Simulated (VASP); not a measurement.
A run of VASP 6.6.1 is set up as follows.

INCAR

```
SYSTEM = Rb
ALGO     = Fast           ! electronic algorithm
EDIFF    = 1E-7           ! SCF threshold, eV
ENCUT    = 520            ! plane-wave cutoff, eV
GGA      = CA             ! functional
ISIF     = 2              ! what is computed and relaxed
ISMEAR   = 0              ! smearing method
LASPH    = .True.         ! aspherical terms in the spheres
LCHARG   = .False.        ! write CHGCAR
LREAL    = .False.        ! projectors in reciprocal space
LWAVE    = .False.        ! write WAVECAR
NBANDS   = 16             ! bands
NELM     = 60             ! most SCF steps
PREC     = Accurate       ! precision mode
SIGMA    = 0.15           ! smearing width, eV
```

File KPOINTS:

```
k-points
0
Gamma
  12 12 6
  0 0 0
```

File POSCAR:

```
Rb
1.0
    5.2316115904      0.0000000000      0.0000000000
   -2.6158057952      4.5307085401      0.0000000000
    0.0000000000      0.0000000000      7.9855876731
Rb
2
Direct
    0.3333333333      0.6666666667      0.2500000000
    0.6666666667      0.3333333333      0.7500000000
```

Potentials or basis: VASP PAW LDA potentials, release 64 (Rb_sv).

The run is started by

```bash
$ cat potpaw_LDA.64/Rb_sv/POTCAR > POTCAR
$ mpirun -np 1 vasp_std > vasp.out
```

(1) Estimate the band gap on the k mesh.

(2) Estimate the pressure.

Answers

(1) none (metal or under the smearing width).

(2) -0.5 GPa.
